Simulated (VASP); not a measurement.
## Cu: equation of state with LDA

Crystal: Cu.

```xyz
2
Lattice="2.4985 0.0000 0.0000 -1.2493 2.1638 0.0000 0.0000 0.0000 4.0531" Properties=species:S:1:pos:R:3 pbc="T T T"
Cu    1.2493    0.7213    3.0399
Cu    0.0000    1.4425    1.0133
```

This isn't the form of Cu at room conditions, which is fcc.

```yaml
Program: VASP 6.6.1
Task: equation of state
Functional: LDA
Potentials_or_basis: VASP PAW LDA potentials, release 64 (Cu)
Cutoff: 520 eV
k_mesh: 10 × 10 × 6
Occupations: fermi-dirac, width 0.05 eV
Spin: no spin polarisation
```

| Quantity | Value |
| --- | --- |
| Equilibrium volume | 10.97 Å³/atom |
| Bulk modulus at fixed shape and positions | 182 GPa |
| Pressure derivative of the bulk modulus | 5.1 (rough: it moves with the points fitted) |

Energy against volume, from the lowest point:
| volume (Å³/atom) | energy (meV/atom) |
| --- | --- |
| 10.518 | 11.39 |
| 10.737 | 2.87 |
| 10.956 | 0.00 |
| 11.175 | 2.17 |
| 11.395 | 8.76 |

All runs of the series together: 45 s on 1 thread of Intel(R) Xeon(R) Platinum 8488C (Sapphire Rapids), with other jobs on the host.

Caveat: the cell was scaled at fixed shape and fractional positions, which overstates the stiffness of a crystal with free parameters, most of all of layers and chains.
